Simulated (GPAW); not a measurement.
**TaN: equation of state with PBE**

The system is TaN.

```
Ta N
1.0
     0.00000    2.21132    2.21132
     2.21132    0.00000    2.21132
     2.21132    2.21132    0.00000
Ta N
1 1
Direct
  0.50000 0.50000 0.50000
  0.00000 0.00000 0.00000
```

The cell comes from a database or a generator and needn't be the stable form of this composition.

```json
{
 "Program": "GPAW 26.7.0",
 "Task": "equation of state",
 "Functional": "PBE",
 "Potentials or basis": "PAW data sets generated in the run's folder for this functional",
 "Cutoff": "800 eV",
 "Basis": "pw",
 "k mesh": "8 × 8 × 8",
 "Occupations": "fermi-dirac, width 0.05 eV",
 "Spin": "no spin polarisation"
}
```

| Item | Value |
| --- | --- |
| Equilibrium volume | 10.79 Å³/atom |
| Bulk modulus | 330 GPa |
| Pressure derivative of the bulk modulus | 4.4 |

Energy against volume, from the lowest point:
```tsv
volume (Å³/atom)	energy (meV/atom)
10.164	41.98
10.381	17.31
10.597	3.74
10.813	0.00
11.030	5.02
11.246	18.14
11.462	38.31
```

It took 100 s on 1 thread of Arm Neoverse V1, on a shared host, peak memory 0.23 GiB.

Spin-orbit coupling is left out, which matters for the levels of Ta.
